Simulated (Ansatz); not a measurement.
input.yaml (Ansatz 0.2.0):

```yaml
crystal:
  lattice:
    - [0.0, 2.7444220656, 2.7444220656]
    - [2.7444220656, 0.0, 2.7444220656]
    - [2.7444220656, 2.7444220656, 0.0]
  atoms:
    - { symbol: Ga, position: [0.0, 0.0, 0.0] }
    - { symbol: P, position: [0.75, 0.75, 0.75] }
basis:
  ecutwfc: 420
  ecutrho_ratio: 4
kpoints:
  mp_grid: { grid: [6, 6, 6] }
hamiltonian:
  xc: pbe
scf:
  occupations: { method: gaussian, width: 0.05 }
output:
  forces: true
  stress: true
  eigenvalues: true
```

Launched as:
```sh
ansatz run input.yaml --threads 4 --pin off --max-ram 7168MiB --backend cpu --events-out ev --progress --plain --runs-dir out
```

The chain of runs began from a cell as deposited in COD, expanded in volume.

Q: About how long does the run take on 4 threads of Arm Neoverse V2, with other jobs on the host, and how much memory does it need?

A: About 0.42 s, with a peak of 0.29 GiB.

What the program printed, in part:

```
Pseudopotentials: kind: paw
Pseudopotential: Ga, paw, valence charge 13, recommended cutoff 420 eV (normal), Ga.paw.azcp
Pseudopotential: P, paw, valence charge 5, recommended cutoff 420 eV (normal), P.paw.azcp
Crystal: 2 atoms, lattice volume = 41.341 Å³
Basis set: ecut = 420 eV, 869 PW (Γ), exchange–correlation on 54×54×54 points (8 copies of the dense FFT grid, shifted against one another)
Bands: 13, of which v1, the nominal top of the filled ones, is band 9 counted from 1 (8 counted from 0)
Symmetry: 24 space group operations
Space group: F-43m (ITA 216), of the structure as read, at distance tolerance 3.5e-5 Å
k-points: 16 of 216 (time reversal used)
Initial density: superposition of atomic densities (neutral atoms: chi_scale 0, normalization atom), corrected by the library's trained network
Initial wavefunctions: pseudopotential atomic-orbital guess
Functional: x = pbe(κ = 0.804, μ = 0.21951), c = pbe(β = 0.06672)
```

SCF trace (energy estimate counted from the last row):
```
iteration   ΔE (eV)  density residual (eV)
        1  -8.5e-04                9.21e-4
        2  -1.2e-04                3.68e-4
        3   4.6e-05                5.18e-5
        4  -1.0e-06                4.99e-6
        5     0.000                5.40e-7
        6     0.000                6.09e-8
```

```
SCF 1 converged in 6 iterations: F = -4539.542930 eV  dr2 = 6.09e-8
SCF converged after 6 iterations
Free energy (F): -4539.542930 eV
E sigma→0 (E₀):  -4539.542930 eV
Fermi energy:    7.632658 eV
--- Per-component energies (eV) ---
  E_band       = -62.034163
  E_kinetic    = 185.716943
  E_local      = -2214.625418  (includes V_loc(G=0)·N_el)
  E_nonlocal   = 458.867692
  E_hartree    = 1022.983436
  E_xc         = -130.452130
  E_vxc        = -118.598781  (∫ρ·V_xc dr)
  E_paw        = -2558.558323  (= ΣΔE_a)
  E_vpaw       = -419.348646  (= ΣTr[D̂ρ^β])
  E_aug_tail   = -0.000101  (compensation charges beyond the density's cutoff)
  E_ewald      = -1303.475030
  E_smearing   =  0.000000  (= −TS)
--- Forces (eV/Å), atoms counted from 1 ---
  atom   1  Ga     0.00000000     0.00000000     0.00000000
  atom   2  P      0.00000000     0.00000000     0.00000000
--- Stress (GPa, compression-positive) ---
        0.756877       0.000000       0.000000
        0.000000       0.756877       0.000000
        0.000000       0.000000       0.756877
  P = ⅓ Tr σ = 0.7569 GPa (7.569 kbar)
--- Band table (eV; the first three rows and the last of 16) ---
  k-point 0: bands = ["-7.6765", "-7.6765", "-7.6765", "-7.5834", "-7.5834", "-5.5079", "6.8290", "6.8290", "6.8290", "8.4827", "10.7150", "10.7150", "10.7150"]
  k-point 1: bands = ["-7.6973", "-7.6691", "-7.6691", "-7.5832", "-7.5832", "-5.1616", "4.4572", "6.4699", "6.4699", "9.1474", "11.2498", "11.2498", "11.7794"]
  k-point 2: bands = ["-7.7346", "-7.6573", "-7.6573", "-7.5799", "-7.5799", "-4.2423", "1.6966", "5.9475", "5.9475", "8.6600", "11.6305", "11.6305", "14.3185"]
  k-point 15: bands = ["-7.7734", "-7.6335", "-7.6201", "-7.6021", "-7.5710", "-2.5739", "0.3125", "3.5453", "3.6598", "10.3121", "10.4448", "14.3100", "14.3202"]
```

In short (PBE): pressure 0.8 GPa, gap on the mesh 1.61 eV.

Total energies depend on the potentials used, so only differences within one code and one set of settings carry meaning.

Kohn–Sham gaps of semilocal functionals lie under measured ones, often by a third or more. For this crystal a k-mesh can miss a band edge (under r²SCAN at the relaxed cell a band path gives a smaller gap than its mesh does), so gaps on the mesh are upper bounds.
